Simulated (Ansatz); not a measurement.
# Si2Mo: the cost of one run

Program: Ansatz 0.2.0. Level of theory: DFT PBEsol, scalar-relativistic, plane waves, PAW. These are calculated values, not measurements.

2 further runs of the same task are left out: 2 set aside as unsound or not needed. Runs told in other sessions of the task aren't counted.

## 1. The starting structure

It takes space group P6_222 (No. 180, hexagonal). Conventional cell: a = 4.574 Å, b = 4.574 Å, c = 6.567 Å, α = 90.00°, β = 90.00°, γ = 120.00°. Si (site symmetry 2) is surrounded by 5 Si at 2.55 to 2.66 Å and 5 Mo at 2.56 to 2.66 Å. Mo (site symmetry 222) is surrounded by 10 Si at 2.56 to 2.66 Å.

Coordinates:

```
Si Mo
1.0
    -4.57444    0.00000    0.00000
    -2.28722   -3.96158    0.00000
     0.00000    0.00000   13.13311
Si Mo
12 6
Direct
  0.67166 0.16417 0.41667
  0.67166 0.16417 0.91667
  0.83583 0.83583 0.08333
  0.83583 0.83583 0.58333
  0.83583 0.32834 0.25000
  0.83583 0.32834 0.75000
  0.32834 0.83583 0.41667
  0.32834 0.83583 0.91667
  0.16417 0.16417 0.08333
  0.16417 0.16417 0.58333
  0.16417 0.67166 0.25000
  0.16417 0.67166 0.75000
  0.50000 0.00000 0.25000
  0.50000 0.00000 0.75000
  0.50000 0.50000 0.08333
  0.50000 0.50000 0.58333
  0.00000 0.50000 0.41667
  0.00000 0.50000 0.91667
```

It goes back to an entry of the Materials Project, which need not be the stable form.

It is built from the cell relaxed beforehand with the same method (13.22 Å³/atom).

## 2. Zero of energy

The cell is repeated 2 times, 18 atoms in all. Reference values: F = -36853.1017 eV; pressure -0.01 GPa; largest force 0.001 eV/Å; gap on the mesh 0.04 eV. It was computed beforehand with the settings of the runs below.

## 3. Next: pulling the crystal apart

The cut lies on the cell's a–b face, a (0 0 1) plane of area 18.12 Å², between layers 2.19 Å apart (Mo, Si below, Mo, Si above); the cell is 13.1 Å thick. Vector c is lengthened by d along the normal with the atoms' Cartesian places fixed: one unrelaxed cut per cell.

## 4. d = 1.00 Å

Input file input.yaml:

```yaml
crystal:
  lattice:
    - [-4.574440391, 0.0, 0.0]
    - [-2.2872201955, -3.9615815867, 0.0]
    - [0.0, 0.0, 14.1331144996]
  atoms:
    - { symbol: Si, position: [0.6716638696, 0.1641680652, 0.0774215282] }
    - { symbol: Si, position: [0.6716638696, 0.1641680652, 0.542043622] }
    - { symbol: Si, position: [0.8358319348, 0.8358319348, 0.6969176532] }
    - { symbol: Si, position: [0.8358319348, 0.8358319348, 0.2322955595] }
    - { symbol: Si, position: [0.8358319348, 0.3283361304, 0.8517916844] }
    - { symbol: Si, position: [0.8358319348, 0.3283361304, 0.3871695907] }
    - { symbol: Si, position: [0.3283361304, 0.8358319348, 0.0774215282] }
    - { symbol: Si, position: [0.3283361304, 0.8358319348, 0.542043622] }
    - { symbol: Si, position: [0.1641680652, 0.1641680652, 0.6969176532] }
    - { symbol: Si, position: [0.1641680652, 0.1641680652, 0.2322955595] }
    - { symbol: Si, position: [0.1641680652, 0.6716638696, 0.8517916844] }
    - { symbol: Si, position: [0.1641680652, 0.6716638696, 0.3871695907] }
    - { symbol: Mo, position: [0.5, 1.0, 0.8517916844] }
    - { symbol: Mo, position: [0.5, 1.0, 0.3871695907] }
    - { symbol: Mo, position: [0.5, 0.5, 0.6969176532] }
    - { symbol: Mo, position: [0.5, 0.5, 0.2322955595] }
    - { symbol: Mo, position: [0.0, 0.5, 0.0774215282] }
    - { symbol: Mo, position: [0.0, 0.5, 0.542043622] }
basis:
  ecutwfc: 420
kpoints:
  mp_grid: { grid: [10, 10, 3] }
hamiltonian:
  xc: pbesol
scf:
  occupations: { method: gaussian, width: 0.15 }
output:
  forces: true
  stress: true
  eigenvalues: true
```

The run is started by

```bash
ansatz run input.yaml --threads 2 --pin off --max-ram 5120MiB --backend cpu --events-out ev --progress --plain --runs-dir out
```

Q: Estimate wall time and peak memory on 2 threads of Arm Neoverse V1, shared host.

About 66 s, with a peak of 1.2 GiB.
